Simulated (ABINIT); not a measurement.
# A GW chain in ABINIT: AlN (F-43m), part 3 of 3

Wanted: ground state, empty states, screening and self-energy for AlN (F-43m).

ABINIT 10.8.3; LDA and many-body steps on it, plane waves. Known limits of the many-body steps: not at the basis limit.

So far. Step 4 (Empty states on the mesh, 6×6×6 mesh, 90 bands): On this mesh the gap is 3.259 eV. Step 5 (Screening, 6×6×6 mesh, 82 bands, screening to 264 eV): Local fields lower ε∞ by 9 %.

## Step 6: Self-energy, 6×6×6 mesh, 82 bands, screening to 264 eV

The self-energy is evaluated for the states that the input lists, and the levels follow from it, in one-shot runs by the linearised quasiparticle equation.

This step: G0W0 on LDA, plane waves, norm-conserving pseudopotentials.

File run.abi:

```
acell 3*1.0 Angstrom
rprim 
  -0.000000000000 2.183993559600 2.183993559600
  2.183993559600 -0.000000000000 2.183993559600
  2.183993559600 2.183993559600 -0.000000000000
ntypat 2
znucl 13 7
natom 2
typat 1 2
xred 
  0.000000000000 0.000000000000 0.000000000000
  0.750000000000 0.750000000000 0.750000000000
pp_dirpath "pseudos"
pseudos "Al.upf, N.upf"
ecut 36
ngkpt 6 6 6
nshiftk 1
shiftk 0 0 0
kptopt 1
chksymbreak 0
istwfk *1
occopt 1
irdwfk 1
optdriver 4
nband 82
gwcalctyp 0
ecutsigx 36
symsigma 1
nkptgw 3
kptgw 
  0.0000000000 0.0000000000 0.0000000000
  0.5000000000 0.5000000000 0.0000000000
  0.5000000000 0.0000000000 0.0000000000
bdgw 
  2 8
  3 6
  3 6
ecuteps 9.7
irdscr 1
ppmodel 1
indata_prefix "in"
outdata_prefix "out"
tmpdata_prefix "tmp"
```

The run is started by

```console
$ OMP_NUM_THREADS=1 mpirun -n 8 abinit run.abi > log
```

Numbers of over 12 decimals in the logs are rounded to 6 here.

What it wrote:

```text
.Version 10.8.3 of ABINIT. v10.8.2 released Aug 2026.

 Symmetries : space group F-4 3 m (#216); Bravais cF (face-center cubic)
[... echo of the input left out ...]
== DATASET  1 ==================================================================
-   mpi_nproc: 8, omp_nthreads: 1 (-1 if OMP is not activated)

--- !DatasetInfo
iteration_state: {dtset: 1, }
dimensions: {natom: 2, nkpt: 16, mband: 82, nsppol: 1, nspinor: 1, nspden: 1, mpw: 1464, }
cutoff_energies: {ecut:  36.0, pawecutdg:  -1.0, }
electrons: {nelect:   8.00000000E+00, charge:   0.00000000E+00, occopt:   1.00000000E+00, tsmear:   1.00000000E-02, }

 SIGMA: Calculation of the GW corrections

 Based on a program developped by R.W. Godby, V. Olevano, G. Onida, and L. Reining.
 Incorporated in ABINIT by V. Olevano, G.-M. Rignanese, and M. Torrent.
.Using double precision arithmetic ; gwpc =  8

[... cell and pseudopotentials left out ...]
--------------------------------------------------------------------------------

 ==== K-mesh for the wavefunctions ====
 Number of points in the irreducible wedge :    16
[... list of points left out ...]
 Together with 24 symmetry operations and time-reversal symmetry
 yields   216 points in the full Brillouin Zone.

 ==== Q-mesh for screening function ====
 Number of points in the irreducible wedge :    16
[... list of points left out ...]
 Together with 24 symmetry operations and time-reversal symmetry
 yields   216 points in the full Brillouin Zone.

 vcoul_init : cutoff-mode = AUXILIARY_FUNCTION
 q-points for optical limit:   1
     1)      0.000010    0.000020    0.000030
 setmesh: FFT mesh size selected  =    32x   32x   32
          total number of points  =        32768

 Number of electrons calculated from density =    8.0000; Expected =    8.0000
 average of density, n =  0.056900
 r_s =    1.6129
 omega_plasma =   23.0097 [eV]

 === KS Band Gaps ===
  >>>> For spin  1
   Minimum direct gap =   4.2434 [eV], located at k-point      :   0.0000  0.0000  0.0000
   Fundamental gap    =   3.2588 [eV], Top of valence bands at :   0.0000  0.0000  0.0000
                                       Bottom of conduction at :   0.5000  0.5000  0.0000
 SIGMA fundamental parameters:
 PLASMON POLE MODEL  1
 number of plane-waves for SigmaX                 1459
 number of plane-waves for SigmaC and W            181
 number of plane-waves for wavefunctions          1459
 number of bands                                    82
 number of independent spin polarizations            1
 number of spinorial components                      1
 number of k-points in IBZ                          16
 number of q-points in IBZ                          16
 number of symmetry operations                      24
 number of k-points in BZ                          216
 number of q-points in BZ                          216
 number of frequencies for dSigma/dE                 9
 frequency step for dSigma/dE [eV]                0.25
 number of omega for Sigma on real axis              0
 max omega for Sigma on real axis  [eV]           0.00
 zcut for avoiding poles [eV]                     0.10

 EPSILON^-1 parameters (SCR file):
 dimension of the eps^-1 matrix on file            181
 dimension of the eps^-1 matrix used               181
 number of plane-waves for wavefunctions          1459
 number of bands                                    82
 number of q-points in IBZ                          16
 number of frequencies                               2
 number of real frequencies                          1
 number of imag frequencies                          1

 matrix elements of self-energy operator (all in [eV])

 Perturbative Calculation

--- !SelfEnergy_ee
iteration_state: {dtset: 1, }
kpoint     : [   0.000,    0.000,    0.000, ]
spin       : 1
KS_gap     :    4.243
QP_gap     :    5.777
Delta_QP_KS:    1.534
data: !SigmaeeData |
     Band     E0 <VxcDFT>   SigX SigC(E0)      Z dSigC/dE  Sig(E)    E-E0       E
        2   5.508 -16.793 -20.942   3.015   0.784  -0.275 -17.682  -0.889   4.619
        3   5.508 -16.793 -20.942   3.015   0.784  -0.275 -17.682  -0.889   4.619
        4   5.508 -16.793 -20.942   3.015   0.784  -0.275 -17.682  -0.889   4.619
        5   9.752 -12.739  -8.149  -3.798   0.813  -0.230 -12.095   0.644  10.396
        6  17.867 -10.150  -4.112  -5.070   0.814  -0.228  -9.361   0.789  18.655
        7  17.867 -10.150  -4.112  -5.070   0.814  -0.228  -9.361   0.789  18.655
        8  17.867 -10.150  -4.112  -5.070   0.814  -0.228  -9.361   0.789  18.655

--- !SelfEnergy_ee
iteration_state: {dtset: 1, }
kpoint     : [   0.500,    0.500,    0.000, ]
spin       : 1
KS_gap     :    5.055
QP_gap     :    6.743
Delta_QP_KS:    1.688
data: !SigmaeeData |
     Band     E0 <VxcDFT>   SigX SigC(E0)      Z dSigC/dE  Sig(E)    E-E0       E
        3   3.713 -15.332 -20.084   3.312   0.780  -0.281 -16.455  -1.124   2.589
        4   3.713 -15.332 -20.084   3.312   0.780  -0.281 -16.455  -1.124   2.589
        5   8.767  -9.501  -5.059  -3.766   0.834  -0.198  -8.937   0.564   9.332
        6  13.952  -9.783  -4.419  -4.362   0.837  -0.195  -8.944   0.839  14.791

--- !SelfEnergy_ee
iteration_state: {dtset: 1, }
kpoint     : [   0.500,    0.000,    0.000, ]
spin       : 1
KS_gap     :    7.770
QP_gap     :    9.509
Delta_QP_KS:    1.739
data: !SigmaeeData |
     Band     E0 <VxcDFT>   SigX SigC(E0)      Z dSigC/dE  Sig(E)    E-E0       E
        3   5.021 -16.447 -20.801   3.127   0.783  -0.277 -17.408  -0.961   4.059
        4   5.021 -16.447 -20.801   3.127   0.783  -0.277 -17.408  -0.961   4.059
        5  12.791 -11.276  -5.944  -4.386   0.822  -0.216 -10.498   0.778  13.569
        6  15.275 -13.397  -6.822  -5.188   0.783  -0.277 -12.310   1.086  16.361

== END DATASET(S) ==============================================================
================================================================================

 -outvars: echo values of variables after computation  --------
           etotal      0.0000000000E+00
            nband          82
             nkpt          16
          spgroup         216
 [... the other variables as echoed above ...]

 Calculation completed.
```

The job ended after 7.3 s (8 MPI ranks of Arm Neoverse V2, shared host; peak memory 1.2 GiB; 58 s of CPU time).

This step gave:

* G0W0 gap on the points computed: 4.713 eV
* starting gap on the mesh: 3.259 eV
* k of the valence top: 0, 0, 0
* k of the conduction bottom: 0.5, 0.5, 0
* Z at the valence top: 0.784
* Z at the conduction bottom: 0.834
* least direct G0W0 gap on the computed points: 5.777 eV

The gap on the mesh goes from 3.26 eV to 4.71 eV, a correction of +1.45 eV.

Limits: finite bands, cutoff and mesh. v1 is the top filled band, c1 the lowest empty one. Levels before and after the correction, in eV, zero at the valence-band top of each column:

```
           conduction bottom  valence top
Kohn-Sham               3.26         0.00
     G0W0               4.71         0.00
```

|  | level | energy (eV) |
| --- | --- | --- |
| Kohn-Sham | Γ v3-v1 | 0.000 |
| Kohn-Sham | Γ c1 | 4.243 |
| Kohn-Sham | Γ c2-c4 | 12.358 |
| Kohn-Sham | (0.5 0.5 0) v2-v1 | -1.796 |
| Kohn-Sham | (0.5 0.5 0) c1 | 3.259 |
| Kohn-Sham | (0.5 0.5 0) c2 | 8.443 |
| G0W0 | Γ v3-v1 | 0.000 |
| G0W0 | Γ c1 | 5.777 |
| G0W0 | Γ c2-c4 | 14.036 |
| G0W0 | (0.5 0.5 0) v2-v1 | -2.030 |
| G0W0 | (0.5 0.5 0) c1 | 4.713 |
| G0W0 | (0.5 0.5 0) c2 | 10.172 |

## Step 7: Where the time went

Times are wall times on 8 MPI ranks of Arm Neoverse V2, shared host, good to a factor of about two.

| step | time | share | memory (GiB) |
| --- | --- | --- | --- |
| ground state | 2.6 s | 8 % | 0.07 |
| bands along the symmetry lines | 2.5 s | 7 % | 0.07 |
| empty states on the mesh | 6.6 s | 19 % | 1.4 |
| screening | 16 s | 45 % | 1.0 |
| self-energy | 7.3 s | 21 % | 1.2 |

## Step 8: What came out

```
LDA gap              : 3.26 eV, indirect
G0W0 gap on the mesh : 4.71 eV
GW settings          : 6×6×6 mesh, 82 bands, screening to 264 eV, Godby-Needs plasmon pole
known limits         : not at the basis limit
```

G0W0 moves the gap on the mesh from 3.26 eV to 4.71 eV (+1.45 eV), with Z of 0.78 and 0.83 at the edges. Local fields lower the RPA ε∞ on this mesh from 4.85 to 4.41. Only 3 of the mesh's irreducible points were corrected, so a valley elsewhere could overtake. The dearest step here is «screening». Bands and cutoff are finite, so the gap is not at the basis limit. The miss can reach some tenths of an eV and take either sign; the mesh is an error of its own. In the G0W0 run levels were corrected at 3 k points alone, so a gap called «on the mesh» is the least over those, and an edge elsewhere would be missed.

[Paths, hosts, dates, memory and timing lines, banners, echoed tables and standing remarks are left out of the program output.]

[Logs are printed without paths, hosts, clocks, repeated set-up lines and the standing remarks that a program may print on its own settings, such as how far it seeks lower states.]

[Runs of the session that timed out or met a known fault of the program may be left out.]

[Hosts, paths, dates, database ids (printed as entryN), source tags and the programs' standing remarks are cut or masked in the printed files.]

[G0W0 gaps are taken among the corrected bands and points alone; a level outside them can change the order at an edge.]

[Where Ansatz stands beside ABINIT at settings called matched, ABINIT's density can come from a denser mesh and the files from another edition; pairs whose starting gaps differed by over 0.03 eV were left out, so agreement reads better than it is.]
